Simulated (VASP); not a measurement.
A run of VASP 6.6.1:

run.py

```python
from ase.calculators.vasp import Vasp
from ase.dft.bandgap import bandgap
from ase.io import read

atoms = read('Pr.xyz')
atoms.set_initial_magnetic_moments([2.0])
calc = Vasp(
    directory='calc',
    xc='lda',
    pp='PBE',
    setups={'base': 'minimal'},
    prec='Accurate',
    encut=520,
    ediff=1e-06,
    ismear=0,
    sigma=0.02,
    lreal=False,
    lasph=True,
    nelm=150,
    algo='Fast',
    isif=2,
    lwave=False,
    lcharg=True,
    ispin=2,
    lorbit=11,
    lmaxmix=6,
    lelf=True,
    lvhar=True,
    kpts=[9, 9, 9],
    gamma=True,
    nbands=16,
)
atoms.calc = calc

print('energy (eV):', atoms.get_potential_energy())
print('free energy (eV):', atoms.get_potential_energy(force_consistent=True))
print('forces (eV/A):')
print(atoms.get_forces())
print('stress (eV/A^3, Voigt):', atoms.get_stress())
print('Fermi level (eV):', calc.get_fermi_level())
print('moment (muB):', atoms.get_magnetic_moment())
print('site moments (muB):', atoms.get_magnetic_moments())
gap, top, bottom = bandgap(calc)
print('band gap (eV):', gap, 'from (spin, k, band)', top, 'to', bottom)
```

Pr.xyz

```xyz
1
Lattice="-2.0973721543 2.0973721543 2.0973721543 2.0973721543 -2.0973721543 2.0973721543 2.0973721543 2.0973721543 -2.0973721543" Properties=species:S:1:pos:R:3 pbc="T T T"
Pr     0.0000000000      0.0000000000      0.0000000000
```

Potentials or basis: VASP PAW PBE potentials, release 64 (Pr).

Launch:

```bash
$ python run.py
```

Hardware: 1 thread of Intel(R) Xeon(R) Platinum 8488C (Sapphire Rapids), on a shared host.

Question: Estimate the wall time of this run.

Answer: Run time: 110 s on 1 thread of Intel(R) Xeon(R) Platinum 8488C (Sapphire Rapids) (shared host), peak memory 0.2 GiB. Counts: scf iterations 44, k points 35.
